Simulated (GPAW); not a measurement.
The system is I.

```xyz
4
Lattice="3.6350 -2.3950 0.0000 3.6350 2.3950 0.0000 0.0000 0.0000 9.7934" Properties=species:S:1:pos:R:3 pbc="T T T"
I     3.6350   -0.7152    3.7646
I     3.6350    1.6799    1.1321
I     3.6350    0.7152    6.0288
I     3.6350   -1.6799    8.6613
```

| Property | Result |
| --- | --- |
| Program | GPAW 26.7.0 |
| Task | relaxation of cell and atoms |
| Functional | PBEsol |
| Dispersion | D3 |
| Potentials or basis | PAW data sets generated in the run's folder for this functional |
| Cutoff | 600 eV |
| Basis | pw |
| k mesh | 5 × 5 × 2 |
| Occupations | fermi-dirac, width 0.05 eV |
| Spin | no spin polarisation |

At the start: pressure -0.4 GPa; volume 42.63 Å³/atom.

**Question.** Where does the relaxation end?

**Answer.** Over 23 steps the energy falls by 69.7 meV/atom and the volume is 37.56 Å³/atom (-11.9 %); space group Cmce (No. 64, to 0.05 Å).

Step by step:
```
step  energy change (eV)  largest force (eV/Å)  pressure (GPa)  volume (Å³)
   1              0.0000                0.8911           -0.37       170.52
   2             -0.0411                0.6608           -0.79       170.34
   3             -0.1165                0.1293           -1.71       168.78
   4             -0.1414                0.0594           -1.91       166.99
   5             -0.1730                0.2567           -1.83       163.13
   6             -0.1963                0.3490           -1.39       159.42
   7             -0.2231                0.3190           -0.63       155.68
   8             -0.2394                0.1842            0.07       153.63
   9             -0.2419                0.1698            0.07       153.71
  10             -0.2509                0.1653            0.06       153.42
  11             -0.2615                0.1693            0.04       152.15
  12             -0.2694                0.1229            0.04       150.27
  13             -0.2724                0.0471            0.05       149.16
  14             -0.2730                0.0128            0.06       148.91
  15             -0.2731                0.0145            0.06       148.91
  16             -0.2740                0.0423            0.06       149.00
  17             -0.2753                0.0659            0.04       149.27
  18             -0.2772                0.0688            0.00       149.85
  19             -0.2783                0.0364           -0.03       150.34
  20             -0.2785                0.0122           -0.04       150.47
  21             -0.2786                0.0110           -0.03       150.44
  22             -0.2786                0.0143           -0.03       150.38
  23             -0.2788                0.0204           -0.02       150.24
```

Final structure:
```yaml
crystal:
  lattice:
    - [3.59034, -2.18053, 0.00000]
    - [3.59034, 2.18053, 0.00000]
    - [0.00000, -0.00001, 9.59509]
  atoms:
    - { symbol: I, position: [0.67557, 0.32443, 0.37681] }
    - { symbol: I, position: [0.17557, 0.82443, 0.12319] }
    - { symbol: I, position: [0.32443, 0.67557, 0.62319] }
    - { symbol: I, position: [0.82443, 0.17557, 0.87681] }
```

Caveat: later steps reuse the first step's grids.
